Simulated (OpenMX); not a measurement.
Here is an OpenMX 3.8.5 calculation.

The input Sn.dat:

```
System.CurrrentDirectory             ./
System.Name                          Sn
DATA.PATH                            ./DFT_DATA13
level.of.stdout                      1
level.of.fileout                     0
Species.Number                       1
<Definition.of.Atomic.Species
  Sn  Sn7.0-s3p2d2           Sn_PBE13
Definition.of.Atomic.Species>

Atoms.Number                         1
Atoms.SpeciesAndCoordinates.Unit     FRAC
<Atoms.SpeciesAndCoordinates
    1  Sn    0.0000000000    0.0000000000    0.0000000000   7.000  7.000
Atoms.SpeciesAndCoordinates>

Atoms.UnitVectors.Unit               Ang
<Atoms.UnitVectors
    -1.9886056228    1.9886056228    1.6607599896
     1.9886056228   -1.9886056228    1.6607599896
     1.9886056228    1.9886056228   -1.6607599896
Atoms.UnitVectors>

scf.XcType                           GGA-PBE
scf.SpinPolarization                 off
scf.ElectronicTemperature            580.226
scf.energycutoff                     500.0
scf.maxIter                          100
scf.EigenvalueSolver                 band
scf.Kgrid                            7 7 7
scf.Mixing.Type                      rmm-diisk
scf.Init.Mixing.Weight               0.05
scf.Min.Mixing.Weight                0.001
scf.Max.Mixing.Weight                0.3
scf.Mixing.History                   25
scf.Mixing.StartPulay                8
scf.criterion                        1.0e-8
scf.stress.tensor                    on
MD.Type                              nomd
```

Potentials or basis: OpenMX 2013 PBE set, Sn7.0-s3p2d2, grid cutoff 500 Ry.

Command:

```sh
$ openmx Sn.dat -nt 1 > Sn.std
```

(1) Predict the pressure.

(2) Predict the band gap on the k mesh.

Results:

(1) -4.8 GPa.

(2) none (metal or under the smearing width).

Caveat: the basis of atomic orbitals isn't converged, which shifts pressures, moduli and gaps.
